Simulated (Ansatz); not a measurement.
We consider cubic perovskite CsPbI3 (cubic high-temperature phase), described by PBEsol-D3(BJ) (PAW; Ansatz, a first-principles code).

Numerical settings: plane-wave cutoff 520 eV, 6×6×6 k mesh, Fermi–Dirac smearing 0.01 eV, scalar-relativistic PAW data made under PBE.

Energies at three volumes about the minimum:

| V (Å³/atom) | E − E_lowest (meV/atom) |
|---|---|
| 45.574 | 1.23 |
| 46.504 | 0.00 |
| 47.434 | 1.05 |

### Question
Fit a parabola by hand: where is the minimum, what lattice constant follows, and what is the bulk modulus?

### Answer
Slopes: (0.00 − 1.23)/(46.504 − 45.574) = -1.323 and (1.05 − 0.00)/(47.434 − 46.504) = 1.129 meV/Å³. Curvature E″ = 2 × (1.129 − (-1.323))/(47.434 − 45.574) = 2.637 meV/Å⁶. From the middle of the first interval, the slope vanishes at V0 = 46.0390 − (-1.323)/2.637 = 46.541 Å³/atom. B = V0 E″ = 46.541 × 2.637 meV/Å³ × 0.1602 GPa per meV/Å³ = 19.7 GPa. With 5 atoms in the cube, a = (5 × 46.541)^(1/3) = 6.151 Å. The full Birch–Murnaghan fit to all volumes gives V0 = 46.522 Å³/atom and B0 = 19.6 GPa.

Note: the relaxation could not lower the start's symmetry, so the cell can be a saddle point above a distorted one.
